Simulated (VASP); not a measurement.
Crystal: CdSe.

```
Cd Se
1.0
     3.86619    0.00000    0.00000
    -1.93310    3.34822    0.00000
     0.00000    0.00000    6.30190
Cd Se
2 2
Cartesian
  0.0000 0.0000 0.0000
  0.0000 0.0000 3.1509
  0.0000 2.2321 1.5755
  1.9331 1.1161 4.7264
```

The cell was built by a generator and needn't be a form met in nature.

- Program: VASP 6.6.1
- Task: relaxation of cell and atoms
- Functional: PBE
- Potentials or basis: VASP PAW PBE potentials, release 64 (Cd, Se)
- Cutoff: 600 eV
- k mesh: 12 × 12 × 4
- Occupations: fermi-dirac, width 0.02 eV
- Spin: no spin polarisation

At the start: pressure 14.8 GPa; volume 20.39 Å³/atom.

Question: How do energy, volume and symmetry change on relaxing?

Answer: Over 9 steps the energy falls by 144.7 meV/atom and the volume is 24.05 Å³/atom (+17.9 %); space group P6_3/mmc (No. 194, to 0.05 Å).

Step by step:
```csv
step,energy change (eV),largest force (eV/Å),pressure (GPa),volume (Å³)
1,0.0000,0.0000,14.77,81.58
2,-0.4310,0.0000,-4.51,105.85
3,-0.5788,0.0000,0.07,96.21
4,-0.5788,0.0000,-0.14,96.51
5,-0.5789,0.0000,0.02,96.24
6,-0.5789,0.0000,0.02,96.22
7,-0.5789,0.0000,0.04,96.17
8,-0.5790,0.0000,0.03,96.20
9,-0.5790,0.0000,0.02,96.21
```

Final structure:
```
Cd Se
1.0
     4.06977    0.00000    0.00000
    -2.03489    3.52453    0.00000
     0.00000    0.00000    6.70765
Cd Se
2 2
Direct
  0.00000 0.00000 0.00000
  0.00000 0.00000 0.50000
  0.33333 0.66667 0.25000
  0.66667 0.33333 0.75000
```

Caveat: the volume moved by over 15 % at a fixed basis, so the end points are rough.
